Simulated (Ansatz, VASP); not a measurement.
AlN in VASP and in Ansatz

```
Al N
1.0
     3.31212    0.00000    0.00000
    -1.65606    2.86838    0.00000
     0.00000    0.00000    4.18756
Al N
2 2
Direct
  0.33333 0.66667 0.75000
  0.66667 0.33333 0.25000
  0.33333 0.66667 0.25000
  0.66667 0.33333 0.75000
```

Measurements of this composition are mostly on another form, of space group No. 186.

Alike in both runs: task single point; functional LDA; k mesh 9 × 9 × 6; occupations gaussian, width 0.05 eV; no spin polarisation.

|  | VASP | Ansatz |
| --- | --- | --- |
| version | VASP 6.6.1 | Ansatz 0.2.0 |
| potentials or method | VASP PAW LDA potentials, release 64 (Al, N) | scalar-relativistic, plane waves, PAW |
| plane-wave cutoff (eV) | 520 | 420 |
| valence electrons in the cell | 16 | 16 |

|  | VASP | Ansatz | Ansatz less VASP |
| --- | --- | --- | --- |
| gap on the k mesh at the Fermi level (eV) | 3.28 | 3.28 | -0.009 |
| least direct gap on the mesh (eV) | 3.28 | 3.28 | -0.009 |
| pressure (GPa) | -8.2 | -8.7 | -0.46 |
| largest component of the traceless stress (GPa) | 0.32 | 0.12 | -0.200 |

Caveats: an odd mesh through Γ misses points on the zone boundary, where band edges often lie.
